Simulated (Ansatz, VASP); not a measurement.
# Two plane-wave programs on Al

Contents of INCAR:

```
ALGO = Fast ; EDIFF = 1E-6
ENCUT = 520 ; GGA = PE
ISIF = 2 ; ISMEAR = 0
IVDW = 12 ; LASPH = T
LCHARG = F ; LREAL = F
LWAVE = F ; NBANDS = 8
NELM = 60 ; PREC = Accurate
SIGMA = 0.15
```

KPOINTS

```
k-points
0
Gamma
  26 26 26
```

POSCAR

```
Al
1.0
    0.0000000000      2.1506718558      1.9913628294
    2.1506718558      0.0000000000      1.9913628294
    2.1506718558      2.1506718558      0.0000000000
Al
1
Direct
    0.0000000000      0.0000000000      0.0000000000
```

Input for Ansatz:

```yaml
crystal:
  lattice:
    - [0.0, 2.1506718558, 1.9913628294]
    - [2.1506718558, 0.0, 1.9913628294]
    - [2.1506718558, 2.1506718558, 0.0]
  atoms:
    - { symbol: Al, position: [0.0, 0.0, 0.0] }
basis:
  ecutwfc: 420
kpoints:
  mp_grid: { grid: [26, 26, 26] }
hamiltonian:
  xc: pbe
  dispersion: d3bj
scf:
  occupations: { method: gaussian, width: 0.15 }
output:
  forces: true
  stress: true
  eigenvalues: true
  write_density: true
  write_potential: true
  elf: true
  volumetric_format: npy
```

Change from the starting cell: strain +0.080 along x and y, +0.000 along z, atoms carried along.

Alike in both runs: task single point; functional PBE; dispersion D3(BJ); k mesh 26 × 26 × 26; occupations gaussian, width 0.15 eV; no spin polarisation.

|  | VASP | Ansatz |
| --- | --- | --- |
| version | VASP 6.6.1 | Ansatz 0.2.0 |
| potentials or method | VASP PAW PBE potentials, release 64 (Al) | scalar-relativistic, plane waves, PAW |
| plane-wave cutoff (eV) | 520 | 420 |
| valence electrons in the cell | 3 | 3 |

```csv
,VASP,Ansatz,Ansatz less VASP
gap on the k mesh at the Fermi level (eV),none,none,-
pressure (GPa),-9.1,-9.1,+0.03
largest component of the traceless stress (GPa),1.50,1.51,+0.011
```

A gap of «none» marks a metal or a gap that the smearing closes.

Caveats: pairwise dispersion overbinds metals, which lowers pressure and volume.
